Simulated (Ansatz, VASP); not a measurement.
**Rb in VASP and in Ansatz**

File INCAR:

```
PREC     = Accurate       # precision mode
ENCUT    = 520            # plane-wave cutoff, eV
EDIFF    = 1E-6           # SCF threshold, eV
ISMEAR   = -1             # smearing method
SIGMA    = 0.1            # smearing width, eV
LREAL    = F              # projectors in reciprocal space
LASPH    = T              # aspherical terms in the spheres
NELM     = 80             # most SCF steps
ALGO     = Normal         # electronic algorithm
ISIF     = 2              # what is computed and relaxed
LWAVE    = F              # write WAVECAR
LCHARG   = T              # write CHGCAR
GGA      = RP             # functional
LELF     = T              # ELF
LVHAR    = T            
NBANDS   = 20             # bands
```

The input KPOINTS:

```
regular mesh
0
Gamma
  5 5 7
```

Contents of POSCAR:

```
Rb
1.0
    8.1396481135      0.0000000000      0.0000000000
   -4.0698240567      7.0491420441      0.0000000000
    0.0000000000      0.0000000000      4.8711069039
Rb
3
Direct
    1.0000000000      1.0000000000      0.0000000000
    0.3333333333      0.6666666667      0.5000000000
    0.6666666667      0.3333333333      0.5000000000
```

Input for Ansatz:

```yaml
crystal:
  lattice:
    - [8.1396481135, 0.0, 0.0]
    - [-4.0698240567, 7.0491420441, 0.0]
    - [0.0, 0.0, 4.8711069039]
  atoms:
    - { symbol: Rb, position: [1.0, 1.0, 0.0] }
    - { symbol: Rb, position: [0.3333333333, 0.6666666667, 0.5] }
    - { symbol: Rb, position: [0.6666666667, 0.3333333333, 0.5] }
hamiltonian:
  xc: rpbe
  pseudopotentials:
    kind: paw
    azcp:
      Rb: "pseudopotentials/Rb.paw.azcp"
basis:
  ecutwfc: 420
  fft_grid_basis: typed
kpoints:
  mp_grid: { grid: [5, 5, 7], shift: [0, 0, 0] }
magnetization:
  spin_polarized: false
scf:
  occupations: { method: fermi_dirac, width: 0.1 }
  lower_state_search: "off"
output:
  stress: true
  write_density: true
  write_potential: true
  elf: true
  volumetric_format: npy
```

Alike in both runs: task single point; functional RPBE; k mesh 5 × 5 × 7; occupations fermi-dirac, width 0.1 eV; no spin polarisation.

|  | VASP | Ansatz |
| --- | --- | --- |
| version | VASP 6.6.1 | Ansatz 0.2.0 |
| potentials or method | VASP PAW PBE potentials, release 64 (Rb_sv) | plane waves (420 eV) with PAW, scalar-relativistic |
| plane-wave cutoff (eV) | 520 | 420 |
| valence electrons in the cell | 27 | 27 |

```tsv
	VASP	Ansatz	Ansatz less VASP
pressure (GPa)	0.2	0.2	0.00
```

Caveats: the PAW data sets were made with another functional, which shifts forces and pressure a little (VASP).
